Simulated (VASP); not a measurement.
# C (Diamond): cell size and functional, part 2 of 2

How much does the relaxed cell of C (Diamond) depend on the functional? The starting structure is a measured crystal structure from the Crystallography Open Database. The first relaxation on each setting starts from this cell expanded by 3 % in volume.

VASP 6.6.1.

Results so far: PBEsol 5.62 Å³ an atom; LDA 5.53 Å³ an atom; PBE 5.70 Å³ an atom.

### 5. Relaxation with PBEsol + D3(BJ)

Level of this step: PBEsol with D3(BJ); plane waves and PAW (C) (VASP).

D3 with Becke-Johnson damping keeps a finite attraction at short range. This run starts from the cell of an earlier relaxation, which isn't shown; the restart sets up the plane waves anew.

INCAR

```
SYSTEM = C
PREC = Accurate
ENCUT = 520
EDIFF = 1E-06
NELM = 100
ISMEAR = 0
SIGMA = 0.03
LREAL = .FALSE.
ALGO = Normal
GGA = PS
IVDW = 12
NBANDS = 10
LORBIT = 11
LWAVE = .FALSE.
LCHARG = .FALSE.
KPAR = 8
IBRION = 2
NSW = 50
ISIF = 3
EDIFFG = -0.006
```

POSCAR

```
C
1.0
    0.0000000000      1.7730217111      1.7730217111
    1.7730217111      0.0000000000      1.7730217111
    1.7730217111      1.7730217111      0.0000000000
C
2
Direct
    0.7500000000      0.7500000000      0.7500000000
    0.5000000000      0.5000000000      0.5000000000
```

KPOINTS

```
Automatic mesh
0
Gamma
10 10 10
0 0 0
```

Potentials, in the order of the species: C (PBE family, release 64).

On the command line:

```console
$ mpirun -np 8 vasp_std
```

Output:

```text
[banner, memory and clock lines left out]
running    8 mpi-ranks, on    1 nodes
[...]
[... a notice as in an earlier step ...]

 [... a notice as in an earlier step ...]

 LDA part: xc-table for (Slater+PW92), standard interpolation
 POSCAR, INCAR and KPOINTS ok, starting setup
[...]
entering main loop
       N       E                     dE             d eps       ncg     rms          rms(c)
DAV:   1     0.480905463022E+00    0.48091E+00   -0.48759E+03   980   0.771E+02
DAV:   2    -0.196172978380E+02   -0.20098E+02   -0.19567E+02  1298   0.125E+02
DAV:   3    -0.199456416865E+02   -0.32834E+00   -0.32772E+00  1118   0.137E+01
DAV:   4    -0.199462077819E+02   -0.56610E-03   -0.56607E-03  1012   0.665E-01
[...]
DAV:   9    -0.192483567328E+02   -0.15305E-04   -0.15386E-05  1156   0.375E-02    0.208E-02
DAV:  10    -0.192483643916E+02   -0.76588E-05   -0.32961E-06  1006   0.175E-02    0.423E-03
DAV:  11    -0.192483642528E+02    0.13880E-06   -0.64378E-08   536   0.246E-03
   1 F= -.19512203E+02 E0= -.19512203E+02  d E =-.195122E+02
[...]
N       E                     dE             d eps       ncg     rms          rms(c)
DAV:   1    -0.192487330044E+02   -0.36861E-03   -0.50884E-04  1014   0.199E-01    0.208E-02
DAV:   2    -0.192487267262E+02    0.62782E-05   -0.63867E-06  1034   0.213E-02    0.114E-02
DAV:   3    -0.192487240343E+02    0.26920E-05   -0.42407E-06   980   0.150E-02    0.168E-03
DAV:   4    -0.192487240034E+02    0.30821E-07   -0.50210E-08   476   0.217E-03
   2 F= -.19512199E+02 E0= -.19512199E+02  d E =0.385949E-05
 trial-energy change:    0.000004  1 .order    0.000004   -0.000026    0.000033
 step:   0.4361(harm=  0.4361)  dis= 0.00000  next Energy=   -19.512208 (dE=-0.556E-05)
[...]
N       E                     dE             d eps       ncg     rms          rms(c)
DAV:   1    -0.192485308647E+02    0.19317E-03   -0.16051E-04  1014   0.112E-01    0.117E-02
DAV:   2    -0.192485289822E+02    0.18825E-05   -0.20048E-06   966   0.120E-02    0.642E-03
DAV:   3    -0.192485283235E+02    0.65875E-06   -0.13198E-06   772   0.843E-03
   3 F= -.19512208E+02 E0= -.19512208E+02  d E =-.540965E-05
[...]
reached required accuracy - stopping structural energy minimisation
```

Run time: 3.2 s. Hardware: 8 MPI ranks of AMD EPYC 7R43, shared host; peak memory 0.81 GiB.

OUTCAR, selected parts (step 5):

```text
 Edisp (eV)   -0.26347

 Edisp (eV)   -0.26368

  Total       0.00009     0.00009     0.00009     0.00000     0.00000    -0.00000
  in kB       0.01227     0.01227     0.01227     0.00000     0.00000    -0.00000
  external pressure =        0.01 kB  Pullay stress =        0.00 kB

 POSITION                                       TOTAL-FORCE (eV/Angst)
 -----------------------------------------------------------------------------------
      2.66006      2.66006      2.66006         0.000000      0.000000      0.000000
      1.77337      1.77337      1.77337        -0.000000     -0.000000     -0.000000
 -----------------------------------------------------------------------------------
    total drift:                                0.000000     -0.000000      0.000000

  FREE ENERGIE OF THE ION-ELECTRON SYSTEM (eV)
  ---------------------------------------------------
  free  energy   TOTEN  =       -19.5122079793 eV

  energy  without entropy=      -19.5122079793  energy(sigma->0) =      -19.51220798

[... 2 parts as in an earlier step ...]

[... 2 further parts left out ...]
[key lines of the parts left out:]
E-fermi :  10.1056
```

With PBEsol + D3(BJ) the relaxed cell holds 5.577 Å³ an atom, -1.67 % against the measured cell, with a = 3.547 Å. That is -0.84 % from PBEsol. Pressures at 0.985 and 1.015 times this volume, from two more relaxations that aren't shown, give a bulk modulus of 457.4 GPa.

### 6. Relaxation with r2SCAN

r2SCAN adds the kinetic-energy density, costs more than a GGA and is run with LASPH. This run starts from the cell of an earlier relaxation, which isn't shown; the restart sets up the plane waves anew.

INCAR, as its differences from that of step 5:

```diff
@@ -9,4 +9,4 @@
 ALGO = Normal
-GGA = PS
-IVDW = 12
+METAGGA = R2SCAN
+LASPH = .TRUE.
 NBANDS = 10
```

POSCAR

```
C
1.0
    0.0000000000      1.7815914797      1.7815914797
    1.7815914797      0.0000000000      1.7815914797
    1.7815914797      1.7815914797      0.0000000000
C
2
Direct
    0.7500000000      0.7500000000      0.7500000000
    0.5000000000      0.5000000000      0.5000000000
```

KPOINTS is that of step 5.

On the command line:

```console
$ mpirun -np 8 vasp_std
```

Output:

```text
[banner, memory and clock lines left out]
running    8 mpi-ranks, on    1 nodes
[...]
[... a notice as in an earlier step ...]

 [... a notice as in an earlier step ...]

 LDA part: xc-table for (None), standard interpolation
 POSCAR, INCAR and KPOINTS ok, starting setup
[...]
entering main loop
       N       E                     dE             d eps       ncg     rms          rms(c)
DAV:   1    -0.208925259253E+01   -0.20893E+01   -0.50707E+03   996   0.798E+02
DAV:   2    -0.216110051485E+02   -0.19522E+02   -0.18977E+02  1300   0.132E+02
DAV:   3    -0.219483265330E+02   -0.33732E+00   -0.33696E+00  1096   0.139E+01
DAV:   4    -0.219490074255E+02   -0.68089E-03   -0.68086E-03  1024   0.719E-01
[...]
DAV:   8    -0.196568975716E+02   -0.90265E-03   -0.36434E-03  1038   0.570E-01    0.400E-01
DAV:   9    -0.196572550221E+02   -0.35745E-03   -0.15407E-04  1008   0.155E-01    0.127E-02
DAV:  10    -0.196572553168E+02   -0.29473E-06   -0.29114E-06  1118   0.149E-02
   1 F= -.19657255E+02 E0= -.19657255E+02  d E =-.196573E+02
[...]
reached required accuracy - stopping structural energy minimisation
```

Elapsed: 6.8 s, on 8 MPI ranks; peak memory 0.68 GiB; 49 s of CPU time.

OUTCAR, selected parts (step 6):

```text
  Total        0.0044018      0.0044018      0.0044018      0.0000000     -0.0000000      0.0000000
  in kB        0.6235673      0.6235673      0.6235673      0.0000000     -0.0000000      0.0000000
  external PRESSURE =       0.6235673 kB  Pullay stress =       0.0000000 kB

 POSITION                                       TOTAL-FORCE (eV/Angst)
 -----------------------------------------------------------------------------------
      2.67239      2.67239      2.67239         0.000000      0.000000      0.000000
      1.78159      1.78159      1.78159        -0.000000     -0.000000     -0.000000
 -----------------------------------------------------------------------------------
    total drift:                                0.000000     -0.000000      0.000000

  FREE ENERGIE OF THE ION-ELECTRON SYSTEM (eV)
  ---------------------------------------------------
  free  energy   TOTEN  =       -19.6572553168 eV

  energy  without entropy=      -19.6572553168  energy(sigma->0) =      -19.65725532

[... 2 parts as in an earlier step ...]

[... 2 further parts left out ...]
[key lines of the parts left out:]
E-fermi :   9.8972
```

With r2SCAN the relaxed cell holds 5.655 Å³ an atom, -0.30 % against the measured cell, with a = 3.563 Å. That is +0.55 % from PBEsol. Pressures at 0.985 and 1.015 times this volume, from two more relaxations that aren't shown, give a bulk modulus of 451.2 GPa.

### 7. Relaxation with r2SCAN + rVV10

rVV10 adds a nonlocal correlation energy for dispersion. This run starts from the cell of an earlier relaxation, which isn't shown; the restart sets up the plane waves anew.

INCAR, as its differences from that of step 6:

```diff
@@ -10,2 +10,6 @@
 METAGGA = R2SCAN
+LUSE_VDW = .TRUE.
+IVDW_NL = 2
+BPARAM = 11.95
+CPARAM = 0.0093
 LASPH = .TRUE.
```

POSCAR

```
C
1.0
    0.0000000000      1.7804329922      1.7804329922
    1.7804329922      0.0000000000      1.7804329922
    1.7804329922      1.7804329922      0.0000000000
C
2
Direct
    0.7500000000      0.7500000000      0.7500000000
    0.5000000000      0.5000000000      0.5000000000
```

KPOINTS is that of step 6.

On the command line:

```console
$ mpirun -np 8 vasp_std
```

Output:

```text
[banner, memory and clock lines left out]
running    8 mpi-ranks, on    1 nodes
[...]
[... a notice as in an earlier step ...]

|                                                                             |
|               ----> ADVICE to this user running VASP <----                  |
|                                                                             |
|     You have switched on vdW-DFT.                                           |
|     This routine was written and supplied by Jiri Klimes. We recommend      |
|     that you carefully read and cite the following publications:            |
|       J. Klimes, D.R. Bowler, A. Michelides                                 |
|          J. Phys.: Cond Matt. 22 022201 (2010)                              |
|       J. Klimes, D.R. Bowler, A. Michelides                                 |
|          Phys. Rev. B. 83, 195131 (2011)                                    |
|     and references therein.                                                 |
[...]
Total rVV10 correction in eV:      0.0759211     8.0925839
Total rVV10 correction in eV:      0.0759211     8.0925839
Total rVV10 correction in eV:      0.0759211     8.0925839
DAV:  10    -0.195809614017E+02   -0.41833E-07   -0.24621E-06  1106   0.134E-02
Total rVV10 correction in eV:      0.0759705     8.0925839
Total rVV10 correction in eV:      0.0759705     8.0925839
Total rVV10 correction in eV:      0.0759705     8.0925839
Total rVV10 correction in eV:      0.0759705     8.0925839
Total rVV10 correction in eV:      0.0759705     8.0925839
Total rVV10 correction in eV:      0.0759705     8.0925839
Total rVV10 correction in eV:      0.0759705     8.0925839
Total rVV10 correction in eV:      0.0759705     8.0925839
Total rVV10 correction in eV:      0.0759685     8.0925839
Total rVV10 correction in eV:      0.0759685     8.0925839
Total rVV10 correction in eV:      0.0759685     8.0925839
Total rVV10 correction in eV:      0.0759685     8.0925839
Total rVV10 correction in eV:      0.0759685     8.0925839
Total rVV10 correction in eV:      0.0759685     8.0925839
Total rVV10 correction in eV:      0.0759685     8.0925839
Total rVV10 correction in eV:      0.0759685     8.0925839
   1 F= -.19580961E+02 E0= -.19580961E+02  d E =-.195810E+02
[...]
reached required accuracy - stopping structural energy minimisation
```

It took 12 s on 8 MPI ranks; peak memory 1.1 GiB.

Parts of OUTCAR (step 7):

```text
  Total        0.0031040      0.0031040      0.0031040     -0.0000000     -0.0000000      0.0000000
  in kB        0.4405813      0.4405813      0.4405813     -0.0000000     -0.0000000      0.0000000
  external PRESSURE =       0.4405813 kB  Pullay stress =       0.0000000 kB

 POSITION                                       TOTAL-FORCE (eV/Angst)
 -----------------------------------------------------------------------------------
      2.67065      2.67065      2.67065         0.000000      0.000000      0.000000
      1.78043      1.78043      1.78043        -0.000000     -0.000000     -0.000000
 -----------------------------------------------------------------------------------
    total drift:                                0.000000     -0.000000      0.000000

  FREE ENERGIE OF THE ION-ELECTRON SYSTEM (eV)
  ---------------------------------------------------
  free  energy   TOTEN  =       -19.5809614017 eV

  energy  without entropy=      -19.5809614017  energy(sigma->0) =      -19.58096140

[... 2 parts as in an earlier step ...]

[... 2 further parts left out ...]
[key lines of the parts left out:]
E-fermi :   9.9122
```

With r2SCAN + rVV10 the relaxed cell holds 5.644 Å³ an atom, -0.49 % against the measured cell, with a = 3.561 Å. That is +0.35 % from PBEsol. Pressures at 0.985 and 1.015 times this volume, from two more relaxations that aren't shown, give a bulk modulus of 454.3 GPa.

### 8. Relaxation with rev-vdW-DF2

rev-vdW-DF2 revises the exchange of vdW-DF2 for solids. This run starts from the cell of an earlier relaxation, which isn't shown; the restart sets up the plane waves anew.

INCAR, as its differences from that of step 7:

```diff
@@ -9,7 +9,8 @@
 ALGO = Normal
-METAGGA = R2SCAN
+GGA = MK
+AGGAC = 0
 LUSE_VDW = .TRUE.
-IVDW_NL = 2
-BPARAM = 11.95
-CPARAM = 0.0093
+PARAM1 = 0.1234
+PARAM2 = 0.711357
+ZAB_VDW = -1.8867
 LASPH = .TRUE.
```

POSCAR

```
C
1.0
    0.0000000000      1.7842483360      1.7842483360
    1.7842483360      0.0000000000      1.7842483360
    1.7842483360      1.7842483360      0.0000000000
C
2
Direct
    0.7500000000      0.7500000000      0.7500000000
    0.5000000000      0.5000000000      0.5000000000
```

KPOINTS is that of step 7.

On the command line:

```console
$ mpirun -np 8 vasp_std
```

Output:

```text
[banner, memory and clock lines left out]
running    8 mpi-ranks, on    1 nodes
[...]
[... a notice as in an earlier step ...]

 [... a notice as in an earlier step ...]

 [... a notice as in an earlier step ...]

 LDA part: xc-table for (Slater+PW92), standard interpolation
 POSCAR, INCAR and KPOINTS ok, starting setup
[...]
entering main loop
       N       E                     dE             d eps       ncg     rms          rms(c)
DAV:   1     0.436701580064E+01    0.43670E+01   -0.48074E+03   964   0.755E+02
DAV:   2    -0.167532565522E+02   -0.21120E+02   -0.20139E+02  1302   0.133E+02
DAV:   3    -0.171637690044E+02   -0.41051E+00   -0.40951E+00  1128   0.151E+01
DAV:   4    -0.171645863867E+02   -0.81738E-03   -0.81734E-03   998   0.771E-01
[...]
DAV:   9    -0.164973585262E+02   -0.24992E-04   -0.22730E-05  1094   0.482E-02    0.255E-02
DAV:  10    -0.164973678314E+02   -0.93052E-05   -0.58733E-06   984   0.231E-02    0.620E-03
DAV:  11    -0.164973676968E+02    0.13458E-06   -0.12534E-07   666   0.339E-03
   1 F= -.16497368E+02 E0= -.16497368E+02  d E =-.164974E+02
[...]
reached required accuracy - stopping structural energy minimisation
```

Elapsed: 11 s, on 8 MPI ranks; peak memory 1.5 GiB; 81 s of CPU time.

From OUTCAR (step 8):

```text
  Total       -0.0009910     -0.0009910     -0.0009910     -0.0000000     -0.0000000      0.0000000
  in kB       -0.1397625     -0.1397625     -0.1397625     -0.0000000     -0.0000000      0.0000000
  external PRESSURE =      -0.1397625 kB  Pullay stress =       0.0000000 kB

 POSITION                                       TOTAL-FORCE (eV/Angst)
 -----------------------------------------------------------------------------------
      2.67637      2.67637      2.67637         0.000000      0.000000      0.000000
      1.78425      1.78425      1.78425        -0.000000     -0.000000     -0.000000
 -----------------------------------------------------------------------------------
    total drift:                                0.000000     -0.000000      0.000000

  FREE ENERGIE OF THE ION-ELECTRON SYSTEM (eV)
  ---------------------------------------------------
  free  energy   TOTEN  =       -16.4973676968 eV

  energy  without entropy=      -16.4973676968  energy(sigma->0) =      -16.49736770

[... 2 parts as in an earlier step ...]

[... 2 further parts left out ...]
[key lines of the parts left out:]
E-fermi :   9.7942
```

With rev-vdW-DF2 the relaxed cell holds 5.680 Å³ an atom, +0.15 % against the measured cell, with a = 3.568 Å. That is +1.00 % from PBEsol. Pressures at 0.985 and 1.015 times this volume, from two more relaxations that aren't shown, give a bulk modulus of 438.1 GPa.

### 9. Relaxation with PBE + D3(BJ)

This run starts from the cell of an earlier relaxation, which isn't shown; the restart sets up the plane waves anew.

INCAR, as its differences from that of step 8:

```diff
@@ -9,9 +9,4 @@
 ALGO = Normal
-GGA = MK
-AGGAC = 0
-LUSE_VDW = .TRUE.
-PARAM1 = 0.1234
-PARAM2 = 0.711357
-ZAB_VDW = -1.8867
-LASPH = .TRUE.
+GGA = PE
+IVDW = 12
 NBANDS = 10
```

POSCAR

```
C
1.0
    0.0000000000      1.7794662533      1.7794662533
    1.7794662533      0.0000000000      1.7794662533
    1.7794662533      1.7794662533      0.0000000000
C
2
Direct
    0.7500000000      0.7500000000      0.7500000000
    0.5000000000      0.5000000000      0.5000000000
```

KPOINTS is that of step 8.

On the command line:

```console
$ mpirun -np 8 vasp_std
```

Output:

```text
[... set-up lines as in an earlier step ...]
 entering main loop
       N       E                     dE             d eps       ncg     rms          rms(c)
DAV:   1     0.637330522530E+00    0.63733E+00   -0.46919E+03   974   0.755E+02
DAV:   2    -0.184956048582E+02   -0.19133E+02   -0.18519E+02  1252   0.128E+02
DAV:   3    -0.188343715320E+02   -0.33877E+00   -0.33817E+00  1124   0.138E+01
DAV:   4    -0.188349551832E+02   -0.58365E-03   -0.58362E-03  1038   0.694E-01
[...]
DAV:   9    -0.181832169969E+02   -0.33995E-04   -0.67604E-05  1138   0.700E-02    0.240E-02
DAV:  10    -0.181832367713E+02   -0.19774E-04   -0.15542E-05   972   0.380E-02    0.511E-03
DAV:  11    -0.181832368179E+02   -0.46599E-07   -0.19767E-07   854   0.444E-03
   1 F= -.18568352E+02 E0= -.18568352E+02  d E =-.185684E+02
[...]
reached required accuracy - stopping structural energy minimisation
```

It took 2.6 s on 8 MPI ranks; peak memory 0.78 GiB; 15 s of CPU time.

OUTCAR, selected parts (step 9):

```text
 Edisp (eV)   -0.38511

  Total      -0.00323    -0.00323    -0.00323    -0.00000     0.00000     0.00000
  in kB      -0.45991    -0.45991    -0.45991    -0.00000     0.00000     0.00000
  external pressure =       -0.46 kB  Pullay stress =        0.00 kB

 POSITION                                       TOTAL-FORCE (eV/Angst)
 -----------------------------------------------------------------------------------
      2.66920      2.66920      2.66920        -0.000000     -0.000000     -0.000000
      1.77947      1.77947      1.77947         0.000000      0.000000      0.000000
 -----------------------------------------------------------------------------------
    total drift:                                0.000000     -0.000000      0.000000

  FREE ENERGIE OF THE ION-ELECTRON SYSTEM (eV)
  ---------------------------------------------------
  free  energy   TOTEN  =       -18.5683515915 eV

  energy  without entropy=      -18.5683515915  energy(sigma->0) =      -18.56835159

[... 2 parts as in an earlier step ...]

[... 2 further parts left out ...]
[key lines of the parts left out:]
E-fermi :  10.0551
```

With PBE + D3(BJ) the relaxed cell holds 5.635 Å³ an atom, -0.66 % against the measured cell, with a = 3.559 Å. That is +0.19 % from PBEsol. Pressures at 0.985 and 1.015 times this volume, from two more relaxations that aren't shown, give a bulk modulus of 443.3 GPa.

### 10. Comparison

| level | volume (Å³/atom) | against the measured cell (%) | a (Å) | bulk modulus (GPa) | pressure left (GPa) | core minutes |
| --- | --- | --- | --- | --- | --- | --- |
| PBEsol | 5.624 | -0.84 | 3.5567 | 451.2 | 0.0 | 0.987 |
| LDA | 5.526 | -2.58 | 3.5358 | 467.2 | 0.0 | 0.8 |
| PBE | 5.704 | 0.56 | 3.5734 | 434.8 | 0.01 | 0.853 |
| PBEsol + D3(BJ) | 5.577 | -1.67 | 3.5467 | 457.4 | 0.0 | 1.01 |
| r2SCAN | 5.655 | -0.3 | 3.5632 | 451.2 | 0.06 | 2.8 |
| r2SCAN + rVV10 | 5.644 | -0.49 | 3.5609 | 454.3 | 0.04 | 5.92 |
| rev-vdW-DF2 | 5.68 | 0.15 | 3.5685 | 438.1 | -0.01 | 4.93 |
| PBE + D3(BJ) | 5.635 | -0.66 | 3.5589 | 443.3 | -0.05 | 0.853 |

Core minutes are wall time times ranks, summed over the relaxations behind a row (those for a bulk modulus apart), on shared hosts.

### 11. Outcome

```json
{
  "volume, PBEsol": "5.624 Å³/atom",
  "volume, LDA": "5.526 Å³/atom",
  "volume, PBE": "5.704 Å³/atom",
  "volume, PBEsol + D3(BJ)": "5.577 Å³/atom",
  "volume, r2SCAN": "5.655 Å³/atom",
  "volume, r2SCAN + rVV10": "5.644 Å³/atom",
  "volume, rev-vdW-DF2": "5.680 Å³/atom",
  "volume, PBE + D3(BJ)": "5.635 Å³/atom"
}
```

In words: Across 8 levels the volume of C (Diamond) spans 3.2 %, from 5.53 Å³ an atom (LDA) to 5.70 Å³ (PBE). Against the measured volume of the starting structure, rev-vdW-DF2 comes nearest (+0.1 %) and LDA lies farthest (-2.6 %). The measured cell holds zero-point expansion and, unless it was taken cold, thermal expansion, which the runs lack, so small differences decide nothing. Adding D3(BJ) to PBEsol changes the volume by -0.8 %. Adding rVV10 to r2SCAN changes the volume by -0.2 %. Adding D3(BJ) to PBE changes the volume by -1.2 %. The bulk modulus goes from 434.8 GPa (PBE) to 467.2 GPa (LDA). LASPH is on in some of these runs and off in others, which adds a little to the differences. All runs keep the symmetry of the start, so they can't find a distortion of lower symmetry. Further runs on this material are not shown.

[Lines on the potential files, build, host, timing and source positions are cut from VASP's logs without a mark.]

[Logs are printed without paths, hosts, clocks, repeated set-up lines and the standing remarks that a program may print on its own settings, such as how far it seeks lower states.]

[Hosts, paths, dates, database ids (printed as entryN), source tags and the programs' standing remarks are cut or masked in the printed files.]
